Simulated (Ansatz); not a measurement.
# MgS (I4/mcm) at 2 levels of theory

One geometry, relaxed with PBE; plane waves with PAW potentials in Ansatz, scalar-relativistic. No spin polarisation. Gaps are the least over mesh and band path; pressure is positive in compression.

```cif
data_structure
_symmetry_space_group_name_H-M 'P 1'
_symmetry_Int_Tables_number 1
_cell_length_a 8.5608
_cell_length_b 8.5608
_cell_length_c 5.2526
_cell_angle_alpha 90.000
_cell_angle_beta 90.000
_cell_angle_gamma 90.000
_cell_volume 384.95
loop_
_atom_site_label
_atom_site_type_symbol
_atom_site_fract_x
_atom_site_fract_y
_atom_site_fract_z
_atom_site_occupancy
Mg1 Mg 0.64319 0.64321 0.00000 1
Mg2 Mg 0.85679 0.85681 0.50000 1
Mg3 Mg 0.35681 0.35679 0.00000 1
Mg4 Mg 0.14321 0.14319 0.50000 1
Mg5 Mg 0.64321 0.35681 0.50000 1
Mg6 Mg 0.85681 0.14321 0.00000 1
Mg7 Mg 0.35679 0.64319 0.50000 1
Mg8 Mg 0.14319 0.85679 0.00000 1
S1 S 0.15121 0.84855 0.50000 1
S2 S 0.34855 0.65121 0.00000 1
S3 S 0.84879 0.15145 0.50000 1
S4 S 0.65145 0.34879 0.00000 1
S5 S 0.15145 0.15121 0.00000 1
S6 S 0.34879 0.34855 0.50000 1
S7 S 0.84855 0.84879 0.00000 1
S8 S 0.65121 0.65145 0.50000 1
```

```
level  cutoff (eV)  k mesh  gap (eV)  pressure (GPa)
  PBE          420   4×4×4      2.94             0.0
```

Problem. What comes out on the same cell with r2SCAN?

Solution.
| level | cutoff (eV) | k mesh | gap (eV) | pressure (GPa) |
| --- | --- | --- | --- | --- |
| r2SCAN | 500 | 4×4×4 | 3.45 | -0.9 |

The cell was found from a structure generator's guess, not taken from experiment.
